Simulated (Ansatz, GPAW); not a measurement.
Pb: programs and potentials compared

```
Pb
1.0
     3.48000    0.00000    0.00000
    -1.74000    3.01377    0.00000
     0.00000    0.00000    5.59000
Pb
2
Direct
  0.66667 0.33333 0.75000
  0.33333 0.66667 0.25000
```

This isn't the form of Pb at room conditions, which is fcc.

Alike in all runs: task single point; functional PBEsol; k mesh 9 × 9 × 5; occupations fermi-dirac, width 0.05 eV; no spin polarisation; no spin-orbit coupling. Pressure is positive in compression and, in plane waves, holds the error of the finite cutoff, which Ansatz's Pulay term estimates and takes out.

```tsv
program and potentials	plane-wave cutoff (eV)	notes	pressure (GPa)
Ansatz, Ansatz PAW	420	potentials made for PBE, which Ansatz adapts in part; Pulay term of +0.02 GPa included	1.06
GPAW, PAW data sets generated for this functional	600	-	0.75
Ansatz, all-electron LAPW, scalar-relativistic	-	-	1.07
```

The pressure spans 0.75 (GPAW, PAW data sets generated for this functional) to 1.07 GPa (Ansatz, all-electron LAPW, scalar-relativistic), with all-electron results at 1.07.

The functional is the same throughout but for its coding, so the spread measures potentials, basis and numerics; runs on potential files found faulty are left out.

All three runs put this hexagonal cell under slight compression, so at fixed shape each would lower its energy by expanding. The Ansatz PAW result, 1.06 GPa, all but coincides with the all-electron value of 1.07 GPa, whereas GPAW gives a lower 0.75 GPa. Potentials made for another functional thus need not spoil the pressure, though a single volume can't exclude a cancellation of errors. GPAW's shortfall probably reflects its data set's description of the Pb core and 5d shell, or a remaining basis error.

Lead is a soft metal: its 6s pair lies deep and contributes little to cohesion, which leaves the bonding mainly to two 6p electrons per atom, spread over many long contacts. Even a small pressure offset therefore shifts the equilibrium volume more than it would in a stiff transition metal, but the disagreement here still corresponds to only a minor change in lattice constants. Pressure averages the stress over directions, so these values don't show whether the axial ratio is at equilibrium.
